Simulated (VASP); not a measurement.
Here is a VASP 6.6.1 calculation.

File INCAR:

```
SYSTEM = Zn
PREC = Accurate
ENCUT = 520
EDIFF = 1E-6
ISMEAR = 0
SIGMA = 0.05
LREAL = .False.
LASPH = .True.
NELM = 80
ALGO = Fast
ISIF = 2
LWAVE = .False.
LCHARG = .False.
GGA = PE
NBANDS = 19
```

Contents of KPOINTS:

```
regular mesh
0
Gamma
  11 11 6
  0 0 0
```

File POSCAR:

```
Zn
1.0
    2.6700000000      0.0000000000      0.0000000000
   -1.3350000000      2.3122878281      0.0000000000
    0.0000000000      0.0000000000      4.9660000000
Zn
2
Direct
    0.6666666667      0.3333333333      0.7500000000
    0.3333333333      0.6666666667      0.2500000000
```

Potentials or basis: VASP PAW PBE potentials, release 54 (Zn).

Launch:

```bash
$ cat potpaw_PBE.54/Zn/POTCAR > POTCAR
$ mpirun -np 1 vasp_std > vasp.out
```

Q: Estimate the band gap on the k mesh.

A: None (metal or under the smearing width).

Q: What does it give for the pressure?

A: -0.1 GPa.

Stress tensor (GPa, compression positive):
```
 0.47  0.00  0.00
 0.00  0.47  0.00
 0.00  0.00 -1.33
```
